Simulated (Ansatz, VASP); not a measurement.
One calculation of F, two programs

```
F
1.0
     3.32226   -1.76227   -0.25624
     3.32226    1.76227   -0.25624
    -2.54213    0.00000    7.07565
F
4
Direct
  0.08485 0.08485 0.09400
  0.91515 0.91515 0.90600
  0.50157 0.50157 0.59372
  0.49843 0.49843 0.40628
```

Change from the starting cell: volume 20.139 Å^3 an atom, stretch along a over the lengths across it, relative to the relaxed cell 1.0835.

Alike in both runs: task single point; functional PBEsol; k mesh 4 × 4 × 2; occupations gaussian, width 0.05 eV; no spin polarisation.

|  | VASP | Ansatz |
| --- | --- | --- |
| version | VASP 6.6.1 | Ansatz 0.2.0 |
| potentials or method | VASP PAW PBE potentials, release 64 (F) | scalar-relativistic, plane waves, PAW |
| plane-wave cutoff (eV) | 520 | 520 |
| valence electrons in the cell | 28 | 28 |

|  | VASP | Ansatz | Ansatz less VASP |
| --- | --- | --- | --- |
| gap on the k mesh at the Fermi level (eV) | 3.06 | 3.14 | +0.079 |
| least direct gap on the mesh (eV) | 3.15 | 3.23 | +0.080 |
| pressure (GPa) | 0.2 | -0.1 | -0.33 |
| largest component of the traceless stress (GPa) | 1.15 | 0.11 | -1.039 |
| rms of the force components (eV/Å) | 0.225 | 0.023 | -0.2019 |

Atom by atom the forces differ by 0.248 eV/Å (rms over components). One of these differences is far larger than is usual between the two programs; its cause wasn't traced. The functional is the same, so the differences come from potentials, cutoffs and numerics.

Caveats: the k mesh is coarse (spacing up to 0.52 Å⁻¹), so the values aren't converged; the PAW data sets were made with another functional, which shifts forces and pressure a little (VASP). A k mesh can miss the band edges.
